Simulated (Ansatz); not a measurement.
A run of Ansatz 0.2.0:

The input input.yaml:

```yaml
crystal:
  lattice:
    - [2.0715, 1.1959810826, 9.5453333333]
    - [-2.0715, 1.1959810826, 9.5453333333]
    - [0.0, -2.3919621653, 9.5453333333]
  atoms:
    - { symbol: Bi, position: [0.5992, 0.5992, 0.5992] }
    - { symbol: Bi, position: [0.4008, 0.4008, 0.4008] }
    - { symbol: Se, position: [0.7883, 0.7883, 0.7883] }
    - { symbol: Se, position: [0.2117, 0.2117, 0.2117] }
    - { symbol: Se, position: [0.0, 0.0, 0.0] }
hamiltonian:
  xc: pbe
  pseudopotentials: { kind: paw, level: accurate }
kpoints:
  mp_grid: { grid: [8, 8, 8] }
scf:
  occupations: { method: fermi_dirac, width: 0.05 }
output:
  forces: true
  stress: true
  eigenvalues: true
relax:
  f_tol: 0.01
  max_steps: 40
  cell: { stress_tol: 0.05 }
```

Potentials or basis: Ansatz PAW earlier set.

Command:

```console
$ ansatz run input.yaml --threads 2 --pin off --max-ram 5632MiB --backend cpu --events-out ev --progress --plain --runs-dir out
```

Hardware: 2 threads of Arm Neoverse V1, on a shared host.

Q: How long does it take, and how much memory?

A: It took 6.4 min on 2 threads of Arm Neoverse V1, with other jobs on the host, peak memory 1.1 GiB. Counts: scf iterations 91, plane waves 5315, k points 65, bands 57, ion steps 12.
